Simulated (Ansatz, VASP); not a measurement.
# Ba in VASP and in Ansatz

```
Ba
1.0
    -4.04686    4.04686    3.75845
     4.04686   -4.04686    3.75845
     4.04686    4.04686   -3.75845
Ba
4
Cartesian
  1.4719 5.5188 0.0000
  2.5750 -1.4719 3.7584
  2.5750 1.4719 0.0000
  1.4719 2.5750 3.7584
```

This isn't the form of Ba at room conditions, which is bcc.

Alike in both runs: task single point; functional PBE; k mesh 5 × 5 × 5; occupations fermi-dirac, width 0.05 eV; no spin polarisation.

```csv
,VASP,Ansatz
version,VASP 6.6.1,Ansatz 0.2.0
potentials or method,"VASP PAW PBE potentials, release 64 (Ba_sv)",Ansatz PAW
plane-wave cutoff (eV),520,420
valence electrons in the cell,40,40
```

VASP gave:

| Property | Result |
| --- | --- |
| gap on the k mesh at the Fermi level (eV) | none |
| pressure (GPa) | 0.4 |
| rms of the force components (eV/Å) | 0.045 |

Q: Estimate Ansatz's values.

A: gap on the k mesh at the Fermi level (eV): none; pressure (GPa): 0.3; rms of the force components (eV/Å): 0.042.

Atom by atom the forces differ by 0.003 eV/Å (rms over components). A gap of «none» marks a metal or a gap that the smearing closes.

The runs have no spin-orbit coupling, so splittings on Ba are missing.
